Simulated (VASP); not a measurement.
# Cu₁₂H: convergence, harmonic vibrations of an adsorbate

Cu₁₂H, slab, 13 atoms in the cell. PBE, harmonic vibrations; PAW potentials Cu, H (PBE set). VASP 6.6.1.

Wanted: frequencies followed through the series within 15 cm⁻¹.

Atoms left free: the adsorbate.

The series start from Electronic threshold EDIFF (eV): 1e-6; Force threshold of the relaxation (eV/Å): -0.02; Displacement POTIM (Å): 0.015; Displacements per direction (NFREE): 2. Each series keeps the choices made before it, and each single choice may use up half of a tolerance. Times cover all steps of a run.

## Electronic threshold EDIFF (eV)

| Electronic threshold EDIFF (eV) | Frequencies followed through the series, largest deviation (cm⁻¹) | Time (s) |
|---|---|---|
| 0.0001 | 68 | 160 |
| 1e-5 | 12 | 177 |
| 1e-6 | 6 | 186 |
| 1e-7 (reference) | 0 | 204 |

## Force threshold of the relaxation (eV/Å)

| Force threshold of the relaxation (eV/Å) | Frequencies followed through the series, largest deviation (cm⁻¹) | Time (s) |
|---|---|---|
| -0.1 | 1 | 145 |
| -0.05 | 3 | 151 |
| -0.02 | 7 | 186 |
| -0.01 (reference) | 0 | 204 |

## Displacement POTIM (Å)

| Displacement POTIM (Å) | Frequencies followed through the series, largest deviation (cm⁻¹) | Time (s) |
|---|---|---|
| 0.015 | 0 | 145 |
| 0.005 | 6 | 135 |
| 0.04 | 6 | 152 |

## Displacements per direction (NFREE)

| Displacements per direction (NFREE) | Frequencies followed through the series, largest deviation (cm⁻¹) | Time (s) |
|---|---|---|
| 1 | 23 | 119 |
| 2 | 9 | 145 |
| 4 (reference) | 0 | 180 |

## Question

The rows run from the loosest to the tightest (no order: displacement POTIM). For each series: choose the loosest value from which every tighter one stays within half of the tolerance; where there is no order, keep the first row unless others stay within half of the tolerance and take at least 30 % less time, and then take the fastest.

## Answer

- Electronic threshold EDIFF (eV): 1e-6
- Force threshold of the relaxation (eV/Å): -0.1
- Displacement POTIM (Å): 0.015
- Displacements per direction (NFREE): 4, the tightest run, since the next looser one is off by more than half of the tolerance (convergence isn't shown beyond it)

## All choices together

| Input | Frequencies followed through the series, largest deviation (cm⁻¹) | Time (s) |
|---|---|---|
| program defaults (naive) | 31 | 163 |
| chosen settings | 2 | 180 |
| reference settings throughout | 0 | 275 |

The chosen settings stay within the tolerance of the reference run, but the reference itself isn't shown to be converged in: Displacements per direction (NFREE).

Values of the reference run: Frequencies followed through the series: 1050, 865.2, 864.3 cm⁻¹.

## The input

INCAR.step1:
```
SYSTEM = Cu12H
ALGO = Normal
EDIFF = 1E-7
EDIFFG = -0.1
ENCUT = 300
IBRION = 2
ISIF = 2
ISMEAR = 1
KPAR = 2
LASPH = .TRUE.
LCHARG = .FALSE.
LREAL = .FALSE.
LWAVE = .FALSE.
NELM = 100
NSW = 100
POTIM = 0.5
PREC = Accurate
SIGMA = 0.1
```

INCAR.step2:
```
SYSTEM = Cu12H
ALGO = Normal
EDIFF = 1E-6
ENCUT = 300
IBRION = 5
ISMEAR = 1
KPAR = 2
LASPH = .TRUE.
LCHARG = .FALSE.
LREAL = .FALSE.
LWAVE = .FALSE.
NELM = 100
NFREE = 4
NSW = 1
POTIM = 0.015
PREC = Accurate
SIGMA = 0.1
```

KPOINTS:
```
k-points
0
Gamma
  4 4 1
```

POSCAR.step1:
```
Cu12H
1.0
    5.1123820280      0.0000000000      0.0000000000
    2.5561910140      4.4274527101      0.0000000000
    0.0000000000      0.0000000000     19.3442424462
Cu H
12 1
Selective dynamics
Direct
    0.1666666667      0.1666666667      0.3101698098  F F F
    0.6666666667      0.1666666667      0.3101698098  F F F
    0.1666666667      0.6666666667      0.3101698098  F F F
    0.6666666667      0.6666666667      0.3101698098  F F F
   -0.1666666667      0.3333333333      0.4180634752  T T T
    0.3333333333      0.3333333333      0.4180634752  T T T
   -0.1666666667      0.8333333333      0.4180634752  T T T
    0.3333333333      0.8333333333      0.4180634752  T T T
    0.0000000000      0.0000000000      0.5259571407  T T T
    0.5000000000      0.0000000000      0.5259571407  T T T
    0.0000000000      0.5000000000      0.5259571407  T T T
    0.5000000000      0.5000000000      0.5259571407  T T T
    0.1666666667      0.1666666667      0.5617300027  T T T
```

POSCAR.step2:
```
Cu12H
1.0
    5.1123820280      0.0000000000      0.0000000000
    2.5561910140      4.4274527101      0.0000000000
    0.0000000000      0.0000000000     19.3442424462
Cu H
12 1
Selective dynamics
Direct
    0.1666666667      0.1666666667      0.3101698098  F F F
    0.6666666667      0.1666666667      0.3101698098  F F F
    0.1666666667      0.6666666667      0.3101698098  F F F
    0.6666666667      0.6666666667      0.3101698098  F F F
    0.8332511260      0.3333744370      0.4165088338  F F F
    0.3333744370      0.3333744370      0.4165088338  F F F
    0.8333333333      0.8333333333      0.4197186818  F F F
    0.3333744370      0.8332511260      0.4165088338  F F F
    0.9999506759      0.9999506759      0.5254847573  F F F
    0.5000986483      0.9999506759      0.5254847573  F F F
    0.9999506759      0.5000986483      0.5254847573  F F F
    0.5000000000      0.5000000000      0.5225236250  F F F
    0.1666666667      0.1666666667      0.5722269026  T T T
```

Commands (each step's output is kept before the next begins):
```
cat potpaw_PBE.64/Cu/POTCAR potpaw_PBE.64/H/POTCAR > POTCAR
cp INCAR.step1 INCAR
cp POSCAR.step1 POSCAR
mpirun -np 8 vasp_std > vasp.out
# POSCAR: the relaxed cell, only the named atoms free
cp INCAR.step2 INCAR
cp POSCAR.step2 POSCAR
mpirun -np 8 vasp_std > vasp.out
```

Limits: the slab is thin and the surface cell small, so the value carries both errors.

The chosen input took VASP 6.6.1 180 s on 8 cores (AMD EPYC 9R45 (Zen 5)), a shared host.

## An input that fails: forces noisier than the displacements they should show

It runs to its end, but against the unchanged starting input it is off by 315 cm⁻¹ in the frequencies followed through the series.

Changes against the starting input:
```
(step 2)
- EDIFF = 1e-06
+ EDIFF = 0.01
```
